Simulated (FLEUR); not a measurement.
# Ge (Fd-3m) in FLEUR: settings compared

One crystal, Ge, is run at these levels: PBE, BLYP; tasks: band structure, equation of state.

All numbers are computed with FLEUR MaX-R8.1 (later development tree); they aren't measurements. Logs are shortened: lines on timing, memory, paths and dates and some standing lists are left out, and cuts for length are marked.

**Measured values to compare with.**

“Electronic and optical properties of SixGe1-x-ySny alloys lattice-matched to Ge”, 2021, arxiv:2109.02782 reports, for a bulk crystal of Ge at 293 K: band gap 0.666 eV (indirect).

How close the calculation comes is told below.

## Step 1: Starting point

The structure is cubic, space group Fd-3m (No. 227). The conventional cell has a = 5.658 Å, b = 5.658 Å, c = 5.658 Å, α = 90.00°, β = 90.00°, γ = 90.00°. Ge (site symmetry -43m) has 4 Ge at 2.45 Å as nearest neighbours.

## Step 2: Band structure, PBE

Input file inp.xml:

```xml
<?xml version="1.0" encoding="UTF-8" standalone="no"?>
<fleurInput fleurInputVersion="0.39">
   <comment>
      Ge                                                                                                  
   </comment>
   <calculationSetup>
      <cutoffs Kmax="4.58" Gmax="14.2" GmaxXC="14.2" numbands="0"/>
      <scfLoop itmax="60" minDistance="0.00001" maxIterBroyd="15" imix="Anderson" alpha="0.05" precondParam="0.0" spinf="2.0" sdNocoIR="T"/>
      <coreElectrons ctail="T" frcor="F" kcrel="0" coretail_lmax="0"/>
      <xcFunctional name="pbe" relativisticCorrections="F"/>
      <magnetism jspins="1"/>
      <soc l_soc="F" theta="0.0" phi="0.0" spav="F"/>
      <expertModes spex="0" secvar="F"/>
      <geometryOptimization l_f="F" forcealpha="1.0" forcemix="BFGS" epsdisp="0.00001" epsforce="0.00001"/>
      <ldaU l_linMix="F" mixParam="0.05" spinf="1.0"/>
   </calculationSetup>
   <cell>
      <bzIntegration valenceElectrons="44.0" mode="hist" fermiSmearingEnergy="0.00183747">
         <kPointListSelection listName="default-1"/>
         <!-- k-points included here -->
         <xi:include xmlns:xi="http://www.w3.org/2001/XInclude" href="kpts.xml"> </xi:include>
      </bzIntegration>
      <!-- symmetry operations included here -->
      <xi:include xmlns:xi="http://www.w3.org/2001/XInclude" href="sym.xml"> </xi:include>
      <bulkLattice scale="1.0">
         <bravaisMatrix>
            <row-1>    0.0000000000000000     5.3458651311421859     5.3458651311421859</row-1>
            <row-2>    5.3458651311421859     0.0000000000000000     5.3458651311421859</row-2>
            <row-3>    5.3458651311421859     5.3458651311421859     0.0000000000000000</row-3>
         </bravaisMatrix>
      </bulkLattice>
   </cell>
   <atomSpecies>
      <species name="Germanium (Ge)" element="Ge" atomicNumber="32">
         <mtSphere radius="2.14" gridPoints="707" logIncrement="0.017"/>
         <atomicCutoffs lmax="9" lnonsphr="7"/>
         <electronConfig flipSpins="F">
            <coreConfig>(1s1/2) (2s1/2) (2p1/2) (2p3/2)</coreConfig>
            <valenceConfig>(3s1/2) (3p1/2) (3p3/2) (4s1/2) (3d3/2) (3d5/2) (4p1/2) (4p3/2)</valenceConfig>
            <stateOccupation state="(4p1/2)" spinUp="0.333333" spinDown="0.333333"/>
            <stateOccupation state="(4p3/2)" spinUp="0.666667" spinDown="0.666667"/>
         </electronConfig>
         <energyParameters s="4" p="4" d="3" f="4"/>
         <lo type="SCLO" l="0" n="3" eDeriv="0"/>
         <lo type="SCLO" l="1" n="3" eDeriv="0"/>
         <lo type="SCLO" l="1" n="3" eDeriv="1"/>
         <lo type="HELO" l="2" n="4" eDeriv="0"/>
         <lo type="HELO" l="2" n="4" eDeriv="1"/>
         <lo type="SCLO" l="3" n="4" eDeriv="2"/>
      </species>
   </atomSpecies>
   <atomGroups>
      <atomGroup species="Germanium (Ge)">
         <relPos label="                   1">-3.000/8.000 -3.000/8.000 -3.000/8.000</relPos>
         <relPos label="                   2">3.000/8.000 3.000/8.000 3.000/8.000</relPos>
         <force calculate="T" relaxXYZ="TTT"/>
      </atomGroup>
   </atomGroups>
   <output dos="F" band="F" slice="F">
      <checks vchk="F" cdinf="F"/>
      <bandDOS minEnergy="-.5*Htr" maxEnergy="0.5*Htr" sigma="0.015" storeEVData="T"/>
      <vacuumDOS vacdos="F" integ="F" star="F" nstars="0" locx1="0.0" locy1="0.0" locx2="0.0" locy2="0.0" nstm="0" tworkf="0.0"/>
      <unfoldingBand unfoldBand="F" supercellX="1" supercellY="1" supercellZ="1"/>
      <plotting iplot="0" polar="F">
         <plot TwoD="T" vec1="  1.0  0.0  0.0" vec2="  0.0  1.0  0.0" vec3="  0.0  0.0  1.0" zero="  0.0  0.0  0.0" file="plot"/>
      </plotting>
      <chargeDensitySlicing numkpt="0" minEigenval="0.0" maxEigenval="0.0" nnne="0" pallst="F"/>
      <specialOutput eonly="F"/>
      <moessbauerParams electricFieldGradient="T" isomerShift="T" coreHyperfine="T" valenceHyperfine="T"/>
      <magneticCircularDichroism mcd="F" energyLo="-10.0" energyUp="0.0"/>
   </output>
  <!-- We include the file relax.xml here to enable relaxations (see documentation) -->
  <xi:include xmlns:xi="http://www.w3.org/2001/XInclude" href="relax.xml"> <xi:fallback/> </xi:include>
</fleurInput>
```

Input file crystal.txt:

```
Ge
&input cartesian=F /
0.0000000000  2.8289100000  2.8289100000
2.8289100000  0.0000000000  2.8289100000
2.8289100000  2.8289100000  0.0000000000
1.8897261246
1.0 1.0 1.0

2
32 0.7500000000  0.7500000000  0.7500000000
32 0.5000000000  0.5000000000  0.5000000000

&kpt div1=8 div2=8 div3=8 gamma=T /
```

Input file inp.xml (bands):

```
<?xml version="1.0" encoding="UTF-8" standalone="no"?>
<fleurInput fleurInputVersion="0.39">
   <comment>
      Ge                                                                                                  
   </comment>
   <calculationSetup>
      <cutoffs Kmax="4.58" Gmax="14.2" GmaxXC="14.2" numbands="0"/>
      <scfLoop itmax="60" minDistance="0.00001" maxIterBroyd="15" imix="Anderson" alpha="0.05" precondParam="0.0" spinf="2.0" sdNocoIR="T"/>
      <coreElectrons ctail="T" frcor="F" kcrel="0" coretail_lmax="0"/>
      <xcFunctional name="pbe" relativisticCorrections="F"/>
      <magnetism jspins="1"/>
      <soc l_soc="F" theta="0.0" phi="0.0" spav="F"/>
      <expertModes spex="0" secvar="F"/>
      <geometryOptimization l_f="F" forcealpha="1.0" forcemix="BFGS" epsdisp="0.00001" epsforce="0.00001"/>
      <ldaU l_linMix="F" mixParam="0.05" spinf="1.0"/>
   </calculationSetup>
   <cell>
      <bzIntegration valenceElectrons="44.0" mode="hist" fermiSmearingEnergy="0.00183747">
         <kPointListSelection listName="path-1"/>
         <!-- k-points included here -->
         <xi:include xmlns:xi="http://www.w3.org/2001/XInclude" href="kpts.xml"> </xi:include>
      </bzIntegration>
      <!-- symmetry operations included here -->
      <xi:include xmlns:xi="http://www.w3.org/2001/XInclude" href="sym.xml"> </xi:include>
      <bulkLattice scale="1.0">
         <bravaisMatrix>
            <row-1>    0.0000000000000000     5.3458651311421859     5.3458651311421859</row-1>
            <row-2>    5.3458651311421859     0.0000000000000000     5.3458651311421859</row-2>
            <row-3>    5.3458651311421859     5.3458651311421859     0.0000000000000000</row-3>
         </bravaisMatrix>
      </bulkLattice>
   </cell>
   <atomSpecies>
      <species name="Germanium (Ge)" element="Ge" atomicNumber="32">
         <mtSphere radius="2.14" gridPoints="707" logIncrement="0.017"/>
         <atomicCutoffs lmax="9" lnonsphr="7"/>
         <electronConfig flipSpins="F">
            <coreConfig>(1s1/2) (2s1/2) (2p1/2) (2p3/2)</coreConfig>
            <valenceConfig>(3s1/2) (3p1/2) (3p3/2) (4s1/2) (3d3/2) (3d5/2) (4p1/2) (4p3/2)</valenceConfig>
            <stateOccupation state="(4p1/2)" spinUp="0.333333" spinDown="0.333333"/>
            <stateOccupation state="(4p3/2)" spinUp="0.666667" spinDown="0.666667"/>
         </electronConfig>
         <energyParameters s="4" p="4" d="3" f="4"/>
         <lo type="SCLO" l="0" n="3" eDeriv="0"/>
         <lo type="SCLO" l="1" n="3" eDeriv="0"/>
         <lo type="SCLO" l="1" n="3" eDeriv="1"/>
         <lo type="HELO" l="2" n="4" eDeriv="0"/>
         <lo type="HELO" l="2" n="4" eDeriv="1"/>
         <lo type="SCLO" l="3" n="4" eDeriv="2"/>
      </species>
   </atomSpecies>
   <atomGroups>
      <atomGroup species="Germanium (Ge)">
         <relPos label="                   1">-3.000/8.000 -3.000/8.000 -3.000/8.000</relPos>
         <relPos label="                   2">3.000/8.000 3.000/8.000 3.000/8.000</relPos>
         <force calculate="T" relaxXYZ="TTT"/>
      </atomGroup>
   </atomGroups>
   <output dos="F" band="T" slice="F">
      <checks vchk="F" cdinf="F"/>
      <bandDOS minEnergy="-.5*Htr" maxEnergy="0.5*Htr" sigma="0.015" storeEVData="T"/>
      <vacuumDOS vacdos="F" integ="F" star="F" nstars="0" locx1="0.0" locy1="0.0" locx2="0.0" locy2="0.0" nstm="0" tworkf="0.0"/>
      <unfoldingBand unfoldBand="F" supercellX="1" supercellY="1" supercellZ="1"/>
      <plotting iplot="0" polar="F">
         <plot TwoD="T" vec1="  1.0  0.0  0.0" vec2="  0.0  1.0  0.0" vec3="  0.0  0.0  1.0" zero="  0.0  0.0  0.0" file="plot"/>
      </plotting>
      <chargeDensitySlicing numkpt="0" minEigenval="0.0" maxEigenval="0.0" nnne="0" pallst="F"/>
      <specialOutput eonly="F"/>
      <moessbauerParams electricFieldGradient="T" isomerShift="T" coreHyperfine="T" valenceHyperfine="T"/>
      <magneticCircularDichroism mcd="F" energyLo="-10.0" energyUp="0.0"/>
   </output>
  <!-- We include the file relax.xml here to enable relaxations (see documentation) -->
  <xi:include xmlns:xi="http://www.w3.org/2001/XInclude" href="relax.xml"> <xi:fallback/> </xi:include>
</fleurInput>
```

Potentials or basis: all-electron, FLAPW.

The run is started by

```console
> inpgen -f crystal.txt -profile fastHighL
> # inp.xml edited to the form shown
> fleur_MPI
> fleur_MPI   # second run, on inp.xml (bands)
```

The log of the run:

```text
Welcome to FLEUR        (www.flapw.de)
      MaX-Release 8.1          (www.max-centre.eu)

 ========== k-point set info ==========
 Selected k-point list: default-1
 k-point list type: mesh
 8 x 8 x 8
 Number of k points: 29

 ------------Calculation Setup---------------------------
 Number of MPI-tasks      :            1
 Number of PE/node        :            1
 Number of OMP-threads    :            1
 Most efficient MPI parallelization for:
           1          29
 Additional eigenvalue parallelization possible
 Number of basis functions:          615
 Approximate size of matrices (H+S) per k-point:         0.006 GB
 --------------------------------------------------------
 Iteration:     1   Distance:       6.49636369 me/bohr^3
 Iteration:     2   Distance:       6.09429620 me/bohr^3
 Iteration:     3   Distance:       2.27201629 me/bohr^3
 Iteration:     4   Distance:       0.34721372 me/bohr^3
 Iteration:     5   Distance:       0.33028431 me/bohr^3
 Iteration:     6   Distance:       0.04310652 me/bohr^3
 Iteration:     7   Distance:       0.03784127 me/bohr^3
 Iteration:     8   Distance:       0.00833839 me/bohr^3
 Iteration:     9   Distance:       0.00123021 me/bohr^3
 Iteration:    10   Distance:       0.00080985 me/bohr^3
 Iteration:    11   Distance:       0.00007250 me/bohr^3
 Iteration:    12   Distance:       0.00006614 me/bohr^3
 Iteration:    13   Distance:       0.00000202 me/bohr^3

 ********************************************************************
 Run finished successfully
 Stop message:
   all done
 ********************************************************************
```

output (bands):

```text
Welcome to FLEUR        (www.flapw.de)
      MaX-Release 8.1          (www.max-centre.eu)

 ========== k-point set info ==========
 Selected k-point list: path-1
 k-point list type: path
 Number of k points: 60

 ------------Calculation Setup---------------------------
 Number of MPI-tasks      :            1
 Number of PE/node        :            1
 Number of OMP-threads    :            1
 Most efficient MPI parallelization for:
           1           2           3           4           5           6          10          12          15          20          30          60
 Additional eigenvalue parallelization possible
 Number of basis functions:          615
 Approximate size of matrices (H+S) per k-point:         0.006 GB
 --------------------------------------------------------
 Fermi energy correction for metals:
 Fermi energy in bands.* files may not be consistent with last density.
 Please correct it manually (e.g. in band.gnu file).

 Note: Band structure data (together with different weights) is also stored in the banddos.hdf file.
       A convenient way of extracting and plotting the data from that file is by making use of the

 ********************************************************************
 Run finished successfully
 Stop message:
   Charge density postprocessing done.
 ********************************************************************
```

out.xml (last iteration):

```text
<iteration numberForCurrentRun="   13" overallNumber="   13">
         <energyParameters units="Htr">
            <atomicEP atomType="1" spin="1" branch="4s" branchLowest="-5.79" branchHighest="1.05" value="-0.1583509720"/>
            <atomicEP atomType="1" spin="1" branch="4p" branchLowest="-3.84" branchHighest="1.76" value="0.0506964508"/>
            <atomicEP atomType="1" spin="1" branch="3d" branchLowest="-9.99" branchHighest="-0.64" value="-0.6693374272"/>
            <atomicEP atomType="1" spin="1" branch="4f" branchLowest="-9.99" branchHighest="3.69" value="0.4067703474"/>
            <loAtomicEP atomType="1" spin="1" branch="3s" branchLowest="-49.99" branchHighest="-5.79" value="-5.7891843303"/>
            <loAtomicEP atomType="1" spin="1" branch="3p" branchLowest="-43.63" branchHighest="-3.84" value="-3.8482058734"/>
            <loAtomicEP atomType="1" spin="1" branch="3p" branchLowest="-43.63" branchHighest="-3.84" value="-3.8482058734"/>
            <heloAtomicEP atomType="1" spin="1" branch="4d" branchLowest="2.17" branchHighest="2.17" value="2.1676398038"/>
            <heloAtomicEP atomType="1" spin="1" branch="4d" branchLowest="2.17" branchHighest="2.17" value="2.1676398038"/>
            <loAtomicEP atomType="1" spin="1" branch="4f" branchLowest="-9.99" branchHighest="3.69" value="0.4067743750"/>
         </energyParameters>
         <eigenvalues>
            <eigenvaluesAt spin="1" ikpt="1" k_x="0.00000000" k_y="0.00000000" k_z="0.00000000">
                      -5.7892254742       -5.7891393961       -3.8462677479       -3.8462677479       -3.8462677479
                      -3.8459494733       -3.8459494733       -3.8459494733       -0.6822064382       -0.6822064382
                      -0.6822064382       -0.6809097761       -0.6809097761       -0.6731307030       -0.6731307030
                      -0.6731307030       -0.6726731369       -0.6726731369       -0.2393245343        0.2300105202
                       0.2300105202        0.2300105202        0.2315854420        0.3237411800        0.3237411800
                       0.3237411800        0.4665759022        0.5767316004        0.5767316004        0.6265041093
                       0.6265041093        0.6265041093        0.7387899482        1.1554906961
            </eigenvaluesAt>
            <eigenvaluesAt spin="1" ikpt="2" k_x="0.00000000" k_y="0.00000000" k_z="0.12500000">
                      -5.7892229805       -5.7891417983       -3.8462704135       -3.8462704135       -3.8462618211
[... 38 lines left out ...]
            <state n="2" l="0" j="0.5" energy="-49.9943041690" weight="1.0000000000"/>
            <state n="2" l="1" j="0.5" energy="-44.4243097069" weight="1.0000000000"/>
            <state n="2" l="1" j="1.5" energy="-43.2529192041" weight="2.0000000000"/>
         </coreStates>
         <allElectronCharges>
            <spinDependentCharge spin="1" total="64.0000000" interstitial="4.1174783" mtSpheres="59.8825217"/>
            <totalCharge value="64.0000000006"/>
         </allElectronCharges>
         <moessbauerParams unitsHFF="kG" unitsIS="e/bohr^3" unitsEFG="Htr/bohr^2">
            <coreIsomerShift atomType="1" isTotal="31457.11295">
               <shell n="1" l="0" isomerShift="28559.19831"/>
               <shell n="2" l="0" isomerShift="2872.68091"/>
               <shell n="2" l="1" isomerShift="25.23373"/>
            </coreIsomerShift>
            <isomerShift atomType="1" nucleusRadius="0.0000986" averageDensity="31925.22539"/>
            <electricFieldGradient atomType="1" VXX="0.00000" VYY="0.00000" VZZ="0.00000" asymParam="0.00000">
            </electricFieldGradient>
         </moessbauerParams>
         <totalEnergy                                    value="    -4198.1679537036" units="Htr">
            <sumOfEigenvalues                            value="    -2415.5868934051">
               <coreElectrons value="-2332.9133257037"/>
               <valenceElectrons value="-82.6735677015"/>
            </sumOfEigenvalues>
            <densityCoulombPotentialIntegral value="-6494.1602184874"/>
            <densityEffectivePotentialIntegral value="-6701.6584206909"/>
            <chargeDenXCDenIntegral value="-159.5234981851"/>
            <FockExchangeEnergyValence value="0.0000000000"/>
            <FockExchangeEnergyCore value="0.0000000000"/>
            <atomTypeDependentContributions atomType="1">
               <electronNucleiInteractionDifferentMTs value="5044.3045251831"/>
               <MadelungTerm value="-33.3313483775"/>
            </atomTypeDependentContributions>
            <tkbTimesEntropy value="0.0000262416"/>
            <freeEnergy value="-4198.1679799452"/>
            <extrapolationTo0K value="-4198.1679668244"/>
         </totalEnergy>
         <densityConvergence units="me/bohr^3">
            <chargeDensity spin="1" distance="0.0000020155"/>
         </densityConvergence>
      </iteration>
```

Wall time 44 s (1 thread of Arm Neoverse V1, shared host); peak memory 0.06 GiB.

What came out:

```
Free energy                                           : -114237.9704 eV
Band gap along the path                               : none (metal or under the smearing width)
Valence electrons inside the program's atomic spheres : Ge 19.94 (radii Ge 2.14 bohr)
```

Levels at the corners of the path, in eV from the Fermi level:
```
point  band 19  band 20  band 21  band 22  band 23  band 24  band 25  band 26
    Γ   -12.82    -0.05    -0.05    -0.05    -0.01     2.50     2.50     2.50
    X    -8.93    -8.93    -3.12    -3.12     0.70     0.70     9.46     9.46
    W    -8.84    -8.84    -3.95    -3.95     4.28     4.28     4.66     4.66
    K    -9.41    -8.34    -4.38    -2.68     1.11     4.04     7.17     7.33
    Γ   -12.82    -0.05    -0.05    -0.05    -0.01     2.50     2.50     2.50
    L   -10.73    -7.65    -1.45    -1.45     0.14     3.69     3.69     7.08
    U    -9.41    -8.34    -4.38    -2.68     1.11     4.04     7.17     7.33
    W    -8.84    -8.84    -3.95    -3.95     4.28     4.28     4.66     4.66
    L   -10.73    -7.65    -1.45    -1.45     0.14     3.69     3.69     7.08
    K    -9.41    -8.34    -4.38    -2.68     1.11     4.04     7.17     7.33
    U    -9.41    -8.34    -4.38    -2.68     1.11     4.04     7.17     7.33
    X    -8.93    -8.93    -3.12    -3.12     0.70     0.70     9.46     9.46
```

Core levels (eV from the Fermi level):
| atom | levels |
| --- | --- |
| 1 Ge | 1s1/2 -10953.6, 2s1/2 -1366.7, 2p1/2 -1215.2, 2p3/2 -1183.3 |
| 2 Ge | 1s1/2 -10953.6, 2s1/2 -1366.7, 2p1/2 -1215.2, 2p3/2 -1183.3 |

Caveat: this crystal is a semiconductor, whose small gap the functional closes, so the metal is an error of the method.

(Part 1 of 2 ends here.)
